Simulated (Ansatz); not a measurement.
# Ta (bcc type): the cost of one run

Method: DFT PBE, with the methods named in each step, in Ansatz 0.2.0.

1 further run of the same task is left out (it didn't finish).

## (1) Starting point

It takes space group Im-3m (No. 229, cubic). Conventional cell: a = 3.321 Å, b = 3.321 Å, c = 3.321 Å, α = 90.00°, β = 90.00°, γ = 90.00°. Around Ta (site symmetry m-3m) lie 8 Ta at 2.88 Å.

As a file:

```xyz
1
Lattice="-1.6607 1.6607 1.6607 1.6607 -1.6607 1.6607 1.6607 1.6607 -1.6607" Properties=species:S:1:pos:R:3 pbc="T T T"
Ta    0.0000    0.0000    0.0000
```

## (2) Bulk cell relaxed, PAW

File input.yaml:

```yaml
crystal:
  lattice:
    - [-1.6607199181, 1.6607199181, 1.6607199181]
    - [1.6607199181, -1.6607199181, 1.6607199181]
    - [1.6607199181, 1.6607199181, -1.6607199181]
  atoms:
    - { symbol: Ta, position: [0.0, 0.0, 0.0] }
kpoints:
  mp_grid: { grid: [18, 18, 18] }
scf:
  occupations: { method: fermi_dirac, width: 0.08 }
hamiltonian:
  xc: pbe
  pseudopotentials: { kind: paw }
output:
  forces: true
  stress: true
relax:
  f_tol: 0.005
  max_steps: 40
  cell: {}
```

Launch:

```
ansatz run input.yaml --threads 1 --pin off --max-ram 3584MiB --backend cpu --events-out ev --progress --plain --runs-dir out
```

What time and memory should one allow on 1 thread of Intel Xeon 6975P-C (Granite Rapids), shared host?

About 3.5 s, with a peak of 0.36 GiB.
